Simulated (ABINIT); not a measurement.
A run of ABINIT 10.8.3 (patched build) is set up as follows.

The input run.abi:

```
# Datasets: ground state, then fixed potential
ndtset 2

# Pseudopotentials
pp_dirpath "./"
pseudos "Te.LDA_PW-JTH.xml, Sn.LDA_PW-JTH.xml"

# Structure
acell 8.4205719959 8.4205719959 8.4205719959
rprim
     0.0000000000     0.7071067812     0.7071067812
     0.7071067812     0.0000000000     0.7071067812
     0.7071067812     0.7071067812     0.0000000000
ntypat 2
znucl 52 50
natom 2
typat 1 2
xcart
     3.1508500000     3.1508500000     3.1508500000
     0.0000000000     0.0000000000     0.0000000000 Angstrom

# Plane-wave basis
ecut 26.0
pawecutdg 48.0

# Exchange and correlation
ixc -208012
usekden 1
pawxcdev 0

# Bands and occupations
occopt 3
tsmear 0.00183747

# SCF cycle
nstep 100
diemix 0.3
optforces 0
optstress 0

# Output
iomode 3
prtwf 0
prteig 0
prtebands 0
prtden1 1
prtkden1 1
prtvha1 1
prtvclmb1 1
prtpot1 1

# Dataset 1
kptopt1 1
ngkpt1 7 7 7
nshiftk1 1
shiftk1 0.0 0.0 0.0
nband1 14
tolvrs1 1.0e-7

# Dataset 2: bands along G-X-W-K-G-L-U-W-L-K
iscf2 -2
getden2 1
getkden2 1
nband2 20
nbdbuf2 4
tolwfr2 1.0e-11
kptopt2 -9
ndivsm2 6
prteig2 1
kptbounds2
     0.0000000000     0.0000000000     0.0000000000
     0.5000000000     0.0000000000     0.5000000000
     0.5000000000     0.2500000000     0.7500000000
     0.3750000000     0.3750000000     0.7500000000
     0.0000000000     0.0000000000     0.0000000000
     0.5000000000     0.5000000000     0.5000000000
     0.6250000000     0.2500000000     0.6250000000
     0.5000000000     0.2500000000     0.7500000000
     0.5000000000     0.5000000000     0.5000000000
     0.3750000000     0.3750000000     0.7500000000
```

Potentials or basis: JTH PAW LDA v2.0.

Launch:

```console
$ abinit run.abi > log 2>&1
```

Question: What does it give for the band gap along the path?

Answer: 0.20 eV, direct.

Levels at the corners of the path, in eV from the Fermi level:
```
point  band 8  band 9  band 10  band 11  band 12  band 13
    Γ   -2.51   -2.51    -2.51     3.41     3.41     3.41
    X   -5.79   -4.04    -4.04     2.27     4.93     4.93
    W   -5.07   -5.07    -1.19     0.83     4.64     4.64
    K   -5.40   -3.56    -2.93     2.90     3.03     4.33
    Γ   -2.51   -2.51    -2.51     3.41     3.41     3.41
    L   -2.21   -2.21    -0.09     0.11     0.28     0.28
    U   -5.40   -3.56    -2.93     2.90     3.03     4.33
    W   -5.07   -5.07    -1.19     0.83     4.64     4.64
    L   -2.21   -2.21    -0.09     0.11     0.28     0.28
    K   -5.40   -3.56    -2.93     2.90     3.03     4.33
```

Caveat: this odd mesh misses L, where the gap lies, so gap, dielectric constants and Born charges aren't listed; the constant c of TB-mBJ comes from the pseudo density here, which moves gaps by up to 0.3 eV between sets of potentials; spin-orbit coupling is left out, which moves the levels of the heavy elements.

**What was measured.**

From a printed reference work, textbook, for a bulk crystal of SnTe at 300 K: band gap 0.18 eV (direct).

Measured gap of SnTe: 0.18 eV (direct; 300 K; a printed reference work, textbook). This calculation gives 0.20 eV (+0.02 eV). Spin-orbit coupling on Sn, Te is left out. The value is that of TB-mBJ, without temperature or zero-point motion.
